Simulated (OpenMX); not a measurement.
Crystal: C.

```xyz
2
Lattice="0.0000 1.7834 1.7834 1.7834 0.0000 1.7834 1.7834 1.7834 0.0000" Properties=species:S:1:pos:R:3 pbc="T T T"
C     2.6751    2.6751    2.6751
C     1.7834    1.7834    1.7834
```

This isn't the form of C at room conditions, which is graphite.

Base run:

| Item | Value |
| --- | --- |
| Program | OpenMX 3.8.5 |
| Functional | PBE |
| Potentials or basis | OpenMX 2013 PBE set, C6.0-s3p2d2, grid cutoff 300 Ry |
| k mesh | 13 × 13 × 13 |
| Occupations | fermi-dirac, width 0.05 eV |
| Spin | no spin polarisation |

Its results: band gap on the k mesh 4.26 eV, indirect (least direct gap 5.65 eV); pressure 0.9 GPa.

Problem. The run is repeated on the same cell with these changes: potentials or basis from OpenMX 2013 PBE set, C6.0-s3p2d2, grid cutoff 300 Ry to OpenMX 2013 PBE set, C6.0-s2p2, grid cutoff 300 Ry. What comes out?

Solution. Band gap on the k mesh 4.60 eV, indirect (least direct gap 6.04 eV); pressure 9.4 GPa.

Caveats: the basis of atomic orbitals isn't converged, which shifts pressures, moduli and gaps.

Not every run made on this cell is shown here.
